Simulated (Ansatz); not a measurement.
# Zn: single points about a listed cell

A set of self-consistent runs on Zn under further strains and shifts, to map its energy surface near the listed cell.

Computed with Ansatz 0.2.0 (DFT PBE, scalar-relativistic, plane waves, PAW, unless a step's input says otherwise).

### 1 Starting point

The structure is cubic, space group Fm-3m (No. 225). Conventional cell: a = 3.930 Å, b = 3.930 Å, c = 3.930 Å, α = 90.00°, β = 90.00°, γ = 90.00°. Zn (site symmetry m-3m) is surrounded by 12 Zn at 2.78 Å.

Coordinates:

```cif
data_structure
_symmetry_space_group_name_H-M 'Fm-3m'
_symmetry_Int_Tables_number 225
_cell_length_a 3.9296
_cell_length_b 3.9296
_cell_length_c 3.9296
_cell_angle_alpha 90.000
_cell_angle_beta 90.000
_cell_angle_gamma 90.000
_cell_volume 60.68
loop_
_atom_site_label
_atom_site_type_symbol
_atom_site_symmetry_multiplicity
_atom_site_Wyckoff_symbol
_atom_site_fract_x
_atom_site_fract_y
_atom_site_fract_z
_atom_site_occupancy
Zn1 Zn 4 a 0.00000 0.00000 0.00000 1
```

The structure comes from the Materials Project (structure only).

### 2 A change within a subgroup

The change: strain xx, yy, zz, yz, xz, xy = -7.1, -1.1, -1.1, +0.0, +0.0, +0.0 %.

Input file input.yaml:

```yaml
crystal:
  lattice:
    - [0.0, 1.9433206461, 1.9433206461]
    - [1.8254340861, 0.0, 1.9433206461]
    - [1.8254340861, 1.9433206461, 0.0]
  atoms:
    - { symbol: Zn, position: [0.0, 0.0, 0.0] }
basis:
  ecutwfc: 420
kpoints:
  mp_grid: { grid: [16, 16, 16] }
hamiltonian:
  xc: pbe
scf:
  occupations: { method: gaussian, width: 0.1 }
output:
  forces: true
  stress: true
  eigenvalues: true
```

Run with:

```bash
> ansatz run input.yaml --threads 1 --pin off --max-ram 1331MiB --backend cpu --events-out ev --progress --plain --runs-dir out
```

### 3 A distortion of lower symmetry

Input file input.yaml:

```yaml
crystal:
  lattice:
    - [0.0, 1.9420238939, 1.9420238939]
    - [1.9420238939, 0.0, 1.9420238939]
    - [1.8634328539, 1.8634328539, 0.07859104]
  atoms:
    - { symbol: Zn, position: [0.0, 0.0, 0.0] }
basis:
  ecutwfc: 420
kpoints:
  mp_grid: { grid: [18, 18, 18] }
hamiltonian:
  xc: pbe
scf:
  occupations: { method: gaussian, width: 0.1 }
output:
  forces: true
  stress: true
  eigenvalues: true
  populations: true
```

**Question.** What will these runs give? Wanted: for each run, case; energy; pressure; largest force.

As calculated:

```
step                            case  energy (meV/atom)  pressure (GPa)  largest force (eV/Å)  gap on the mesh (eV)
   2      a change within a subgroup               +0.0             8.6                  0.00                  0.00
   3  a distortion of lower symmetry              -4.5*             8.9                  0.00                  0.00
```

Energies are counted from step 2, with the smearing taken to zero; a star marks another k mesh, which can shift energies by itself, so starred rows don't rank against the others. A gap of 0.00 means none on the mesh at this level.

In words: The distorted cells of the listed formula and level show no gap on the mesh.
